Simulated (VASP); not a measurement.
KCl (strained zincblende): one r²SCAN single-point calculation in two programs

```
CELL_PARAMETERS angstrom
0.00000 3.56129 3.50728
3.56129 0.00000 3.50728
3.56129 3.56129 0.00000
ATOMIC_POSITIONS crystal
K 0.00000 0.00000 0.00000
Cl 0.25000 0.25000 0.25000
```

Each program uses its own PAW datasets. VASP's cell holds 16 valence electrons and Ansatz's 16. Ansatz's stress includes a Pulay correction; VASP's doesn't.

Cutoffs: 520 eV in VASP, 500 eV in Ansatz. k meshes: 6×6×6 and 6×6×6.

```
                               VASP    Ansatz
gap between bands v and c   5.30 eV   5.30 eV
         least direct gap   5.32 eV   5.33 eV
                 pressure  -0.4 GPa  -0.3 GPa
```

Band v is the last that the valence electrons fill when counted band by band, and c is the next. Levels in eV from the top of v, Ansatz:

```
point    v−1      v     c    c+1
    Γ  -0.04  -0.03  5.30  10.00
    X  -0.01  -0.01  7.15   8.24
    K  -0.10   0.00  7.33   8.26
    L  -0.02   0.00  7.72   7.99
    W  -0.17  -0.01  7.34   8.23
```

VASP:

| point | v−1 | v | c | c+1 |
| --- | --- | --- | --- | --- |
| Γ | -0.03 | -0.03 | 5.30 | 10.03 |
| X | -0.01 | -0.01 | 7.15 | 8.25 |
| K | -0.10 | 0.00 | 7.33 | 8.27 |
| L | -0.01 | 0.00 | 7.72 | 7.99 |
| W | -0.17 | -0.01 | 7.34 | 8.23 |
